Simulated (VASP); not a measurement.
# MoS2 (R3m) in VASP: notebook

Runs on MoS2. Level: PBE. Tasks: single point.

All numbers are computed with VASP 6.6.1; they aren't measurements. Logs are shortened: lines on timing, memory, paths and dates and some standing lists are left out, and cuts for length are marked.

## (1) The crystal as given

Symmetry: R3m, No. 160, trigonal system. Conventional cell: a = 3.160 Å, b = 3.160 Å, c = 18.450 Å, α = 90.00°, β = 90.00°, γ = 120.00°. Around Mo (site symmetry 3m) lie 6 S at 2.39 Å. S (site symmetry 3m) is surrounded by 3 Mo at 2.39 Å. S (site symmetry 3m) is surrounded by 3 Mo at 2.39 Å.

Measurements of this composition are mostly on another form, of space group No. 194.

## (2) Single point, PBE

File INCAR:

```
PREC     = Accurate       # precision mode
ENCUT    = 400            # plane-wave cutoff, eV
EDIFF    = 1E-7           # SCF threshold, eV
ISMEAR   = 0              # smearing method
SIGMA    = 0.01           # smearing width, eV
LREAL    = F              # projectors in reciprocal space
LASPH    = T              # aspherical terms in the spheres
NELM     = 100            # most SCF steps
ALGO     = Normal         # electronic algorithm
ISIF     = 2              # what is computed and relaxed
LWAVE    = F              # write WAVECAR
LCHARG   = F              # write CHGCAR
GGA      = PE             # functional
ADDGRID  = F
```

File KPOINTS:

```
Automatic mesh
0
Gamma
  6 6 6
```

File POSCAR:

```
MoS2
1.0
    1.5800000000      0.9122134253      6.1500000000
   -1.5800000000      0.9122134253      6.1500000000
    0.0000000000     -1.8244268506      6.1500000000
Mo S
1 2
Direct
    0.0000000000      0.0000000000      0.0000000000
    0.4170000000      0.4170000000      0.4170000000
    0.2500000000      0.2500000000      0.2500000000
```

Potentials or basis: VASP PAW PBE potentials, release 64 (Mo_sv, S).

Command:

```bash
$ cat potpaw_PBE.64/Mo_sv/POTCAR potpaw_PBE.64/S/POTCAR > POTCAR
$ mpirun -np 1 vasp_std > vasp.out
```

OUTCAR:

```text
PREC = Accurate
   ENCUT = 400
   EDIFF = 1E-7
   ISMEAR = 0
   LREAL = F
   LASPH = T
   NELM = 100
   ISIF = 2
   GGA = PE

 Found     32 irreducible k-points:

 Following reciprocal coordinates:
            Coordinates               Weight
  0.000000  0.000000  0.000000      1.000000
  0.166667  0.000000  0.000000      6.000000
  0.333333  0.000000  0.000000      6.000000
  0.500000  0.000000  0.000000      3.000000
  0.166667  0.166667  0.000000      6.000000
  0.333333  0.166667  0.000000     12.000000
   k-points           NKPTS =     32   k-points in BZ     NKDIM =     32   number of bands    NBANDS=     17
   number of dos      NEDOS =    301   number of ions     NIONS =      3
   total plane-waves  NPLWV =  74088
   dimension x,y,z NGX =    42 NGY =   42 NGZ =   42
   dimension x,y,z NGXF=    84 NGYF=   84 NGZF=   84
   ions per type =               1   2
   NGX,Y,Z   is equivalent  to a cutoff of  10.88, 10.88, 10.88 a.u.
   NGXF,Y,Z  is equivalent  to a cutoff of  21.77, 21.77, 21.77 a.u.
 SYSTEM =  unknown system
   PREC   = accura    normal or accurate (medium, high low for compatibility)
   ISTART =      0    job   : 0-new  1-cont  2-samecut
   ICHARG =      2    charge: 1-file 2-atom 10-const
   ISPIN  =      1    spin polarized calculation?
   LNONCOLLINEAR =      F non collinear calculations
   LSORBIT =      F    spin-orbit coupling
   LASPH  =      T    aspherical Exc in radial PAW
   ENCUT  =  400.0 eV  29.40 Ry    5.42 a.u.  10.46 10.46 10.46*2*pi/ulx,y,z
   NELM   =    100;   NELMIN=  2; NELMDL= -5     # of ELM steps
   EDIFF  = 0.1E-06   stopping-criterion for ELM
   LREAL  =      F    real-space projection
   EDIFFG = 0.1E-05   stopping-criterion for IOM
   NSW    =      0    number of steps for IOM
   IBRION =     -1    ionic relax: 0-MD 1-quasi-New 2-CG
   NFREE  =      0    steps in history (QN), initial steepest desc. (CG)
   ISIF   =      2    stress and relaxation
   ISYM   =      2    0-nonsym 1-usesym 2-fastsym
   POTIM  = 0.5000    time-step for ionic-motion
   TEBEG  =    0.0;   TEEND  =   0.0 temperature during run
   PSTRESS=    0.0 pullay stress
   NELECT =      26.0000    total number of electrons
   NUPDOWN=      -1.0000    fix difference up-down
   EMIN   =  10.00;   EMAX   =-10.00  energy-range for DOS
   EFERMI =   0.00;   METHOD = LEGACY
   ISMEAR =     0;   SIGMA  =   0.01  broadening in eV -4-tet -1-fermi 0-gaus
   EFERMI_NEDOS =   21; number of points for ismear=-14 and -15
   IALGO  =     38    algorithm
   IMIX   =      4    mixing-type and parameters
     AMIX     =   0.40;   BMIX     =  1.00
     AMIX_MAG =   1.60;   BMIX_MAG =  1.00
  volume/ion in A,a.u.               =      17.73       119.63
  Fermi-wavevector in a.u.,A,eV,Ry     =   1.289652  2.437089 22.629252  1.663203
  Thomas-Fermi vector in A             =   2.421532
   LORBIT       =      0    0 simple, 1 ext, 2 COOP (PROOUT), +10 PAW based schemes
   GGA     = PE    functional components
   LHFCALC =     F    Hartree Fock is set to
   AEXX    =    0.0000 exact exchange contribution
   IVDW    =     0    specifies the selected vdW correction
   LEPSILON=     F    determine dielectric tensor
   LRPA    =     F    only Hartree local field effects (RPA)
 non-spin polarized calculation
 Gauss-broadening in eV      SIGMA  =   0.01
  energy-cutoff  :      400.00
  volume of cell :       53.18
 maximum number of plane-waves:       976
 NGX is ok and might be reduce to    42
   NGX = 21   NGY = 21   NGZ = 21

 number of electron      25.9999993 magnetization

 Free energy of the ion-electron system (eV)
  ---------------------------------------------------
  ext. energy  EPLUGINS =         0.00000000
  ---------------------------------------------------
  free energy    TOTEN  =       -21.78582101 eV

  energy without entropy =      -21.78582101  energy(sigma->0) =      -21.78582101

 E-fermi :   7.8271     XC(G=0): -10.8261

 val. band max:        7.6566604297   @ k =   0.5000   0.5000   0.5000
 cond. band min:       8.5966670789   @ k =  -0.1667   0.5000   0.1667
 fundamental gap:      0.9400066492
 Fermi energy:         7.8271202640

 k-point     1 :       0.0000    0.0000    0.0000
  band No.  band energies     occupation
      1     -53.9031      2.00000
      2     -28.0749      2.00000
      3     -27.8435      2.00000
      4     -27.8435      2.00000
      5      -7.4611      2.00000
      6      -5.7412      2.00000
[... 9 lines left out ...]
     16      10.1048      0.00000
     17      10.1048      0.00000

 k-point     2 :       0.1667    0.0000    0.0000
  band No.  band energies     occupation
      1     -53.8927      2.00000
      2     -28.0541      2.00000
      3     -27.9473      2.00000
      4     -27.8669      2.00000
      5      -7.0428      2.00000
      6      -5.6155      2.00000
[... 9 lines left out ...]
     16       9.7715      0.00000
     17      10.2908      0.00000

 k-point     3 :       0.3333    0.0000    0.0000
  band No.  band energies     occupation
      1     -53.8718      2.00000
      2     -28.1505      2.00000
      3     -28.0124      2.00000
      4     -27.9139      2.00000
      5      -6.0609      2.00000
      6      -5.3260      2.00000
[... 9 lines left out ...]
     16      10.7619      0.00000
     17      10.9813      0.00000

 k-point     4 :       0.5000    0.0000    0.0000
  band No.  band energies     occupation
      1     -53.8613      2.00000
      2     -28.2498      2.00000
      3     -27.9915      2.00000
      4     -27.9373      2.00000
      5      -5.4397      2.00000
      6      -5.1623      2.00000
[... 9 lines left out ...]
     16      11.1459      0.00000
     17      11.1604      0.00000

 k-point     5 :       0.1667    0.1667    0.0000
  band No.  band energies     occupation
      1     -53.8927      2.00000
      2     -28.0540      2.00000
      3     -27.9472      2.00000
      4     -27.8670      2.00000
      5      -7.0260      2.00000
      6      -5.6446      2.00000
[... 9 lines left out ...]
     16       9.7867      0.00000
     17      10.3590      0.00000

 k-point     6 :       0.3333    0.1667    0.0000
  band No.  band energies     occupation
      1     -53.8770      2.00000
      2     -28.0813      2.00000
      3     -28.0229      2.00000
      4     -27.9218      2.00000
      5      -6.3057      2.00000
      6      -5.4394      2.00000
[... 9 lines left out ...]
     16       9.9513      0.00000
     17      11.2902      0.00000

 [... further k-points ...]

------------------------ aborting loop because EDIFF is reached ----------------------------------------

  FORCE on cell =-STRESS in cart. coord.  units (eV):
  Direction    XX          YY          ZZ          XY          YZ          ZX
  --------------------------------------------------------------------------------------
  -------------------------------------------------------------------------------------
  Total        1.3707130      1.3707130      2.1638463      0.0000000      0.0000000     -0.0000000
  in kB       41.2930742     41.2930742     65.1864136      0.0000000      0.0000000     -0.0000000
  external PRESSURE =      49.2575206 kB  Pullay stress =       0.0000000 kB

 VOLUME and BASIS-vectors are now :
 -----------------------------------------------------------------------------
  energy-cutoff  :      400.00
  volume of cell :       53.18
      direct lattice vectors                 reciprocal lattice vectors
     1.580000000  0.912213425  6.150000000     0.316455696  0.182705781  0.054200542
    -1.580000000  0.912213425  6.150000000    -0.316455696  0.182705781  0.054200542
     0.000000000 -1.824426851  6.150000000     0.000000000 -0.365411563  0.054200542

 POSITION                                       TOTAL-FORCE (eV/Angst)
 -----------------------------------------------------------------------------------
      0.00000      0.00000      0.00000         0.000000      0.000000      0.086295
      0.00000      0.00000      7.69365         0.000000      0.000000      0.428973
      0.00000      0.00000      4.61250         0.000000     -0.000000     -0.515268
 -----------------------------------------------------------------------------------
    total drift:                                0.000000     -0.000000      0.000076

  FREE ENERGIE OF THE ION-ELECTRON SYSTEM (eV)
  ---------------------------------------------------
  free  energy   TOTEN  =       -21.7858210050 eV

  energy  without entropy=      -21.7858210050  energy(sigma->0) =      -21.78582101
```

stdout:

```text
POSCAR found type information on POSCAR MoS
 POSCAR found :  2 types and       3 ions
 scaLAPACK will be used
 LDA part: xc-table for (Slater+PW92), standard interpolation
 POSCAR, INCAR and KPOINTS ok, starting setup
 FFT: planning ... GRIDC
 FFT: planning ... GRID_SOFT
 FFT: planning ... GRID
 WAVECAR not read
 entering main loop
```

Wall time 54 s (1 thread of Intel Xeon Platinum 8488C (Sapphire Rapids), shared host); peak memory 0.24 GiB.

These settings aren't checked as converged: the numbers below hold their error.

Results:

| Property | Result |
| --- | --- |
| Free energy | -21.7858 eV |
| Pressure | 4.9 GPa |
| Largest force | 0.515 eV/Å |
| Band gap on the k mesh | 0.94 eV, indirect (least direct gap 1.71 eV) |

## (3) Single point, PBE

INCAR: that of step 2 with these lines changed.

```diff
@@ -1,2 +1,2 @@
-PREC     = Accurate       # precision mode
+PREC     = Low            # precision mode
 ENCUT    = 400            # plane-wave cutoff, eV
@@ -4,3 +4,3 @@
 ISMEAR   = 0              # smearing method
-SIGMA    = 0.01           # smearing width, eV
+SIGMA    = 0.05           # smearing width, eV
 LREAL    = F              # projectors in reciprocal space
```

KPOINTS is that of step 2.

POSCAR is that of step 2.

Potentials or basis: VASP PAW PBE potentials, release 64 (Mo_sv, S).

Command:

```bash
$ cat potpaw_PBE.64/Mo_sv/POTCAR potpaw_PBE.64/S/POTCAR > POTCAR
$ mpirun -np 1 vasp_std > vasp.out
```

Wall time 19 s (1 thread of Intel Xeon Platinum 8488C (Sapphire Rapids), shared host); peak memory 0.14 GiB.

These settings aren't checked as converged: the numbers below hold their error.

What came out:

```
Free energy            : -21.7868 eV
Pressure               : 4.9 GPa
Largest force          : 0.515 eV/Å
Band gap on the k mesh : 0.94 eV, indirect (least direct gap 1.71 eV)
```
